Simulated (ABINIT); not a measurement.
Wanted: the native input for an ABINIT 10.8.3 (patched build) run.

```
Task                : equation of state
Functional          : PBEsol
Potentials or basis : PseudoDojo NC SR PBEsol v0.4.1 standard
Cutoff              : 1143 eV
k mesh              : 11 × 11 × 6
Occupations         : fermi-dirac, width 0.05 eV
Spin                : no spin polarisation
```

Zn:

```xyz
2
Lattice="2.6700 0.0000 0.0000 -1.3350 2.3123 0.0000 0.0000 0.0000 4.9660" Properties=species:S:1:pos:R:3 pbc="T T T"
Zn    1.3350    0.7708    3.7245
Zn    0.0000    1.5415    1.2415
```

These files were run (other wordings do the same):

run.abi

```
ndtset 7
scalecart1 3*0.9795861087
scalecart2 3*0.9864848297
scalecart3 3*0.9932883884
scalecart4 3*1.0000000000
scalecart5 3*1.0066227096
scalecart6 3*1.0131594038
scalecart7 3*1.0196128224

pp_dirpath "./"
pseudos "Zn.upf"

acell 2.67 2.67 4.966 Angstrom
rprim
     1.0000000000     0.0000000000     0.0000000000
    -0.5000000000     0.8660254038     0.0000000000
     0.0000000000     0.0000000000     1.0000000000
ntypat 1
znucl 30
natom 2
typat 1 1
xred
     0.6666666667     0.3333333333     0.7500000000
     0.3333333333     0.6666666667     0.2500000000

ecut 42.0

kptopt 1
ngkpt 11 11 6
nshiftk 1
shiftk 0.0 0.0 0.0

ixc -116133

nband 24
occopt 3
tsmear 0.05 eV

nstep 100
tolvrs 1.0e-10

iomode 3
prtwf 0
prtden 0
prteig 0
prtebands 0
```

Potentials or basis: PseudoDojo NC SR PBEsol v0.4.1 standard.

The run is started by

```console
$ mpirun --bind-to none -np 4 abinit run.abi > log 2>&1
```

It gave:

```yaml
Equilibrium_volume: "14.21 Å³/atom (rough: see the caveat)"
Bulk_modulus_at_fixed_shape_and_positions: 93 GPa (rough)
```

Caveat: pressures at fixed basis lie under the slope of the energies; the minimum lies outside the volumes run; the cell was scaled at fixed shape and fractional positions, which overstates the stiffness of a crystal with free parameters, most of all of layers and chains.

It took 3.7 min on 4 MPI ranks on Arm Neoverse V1, on a shared host, peak memory 0.44 GiB a rank.
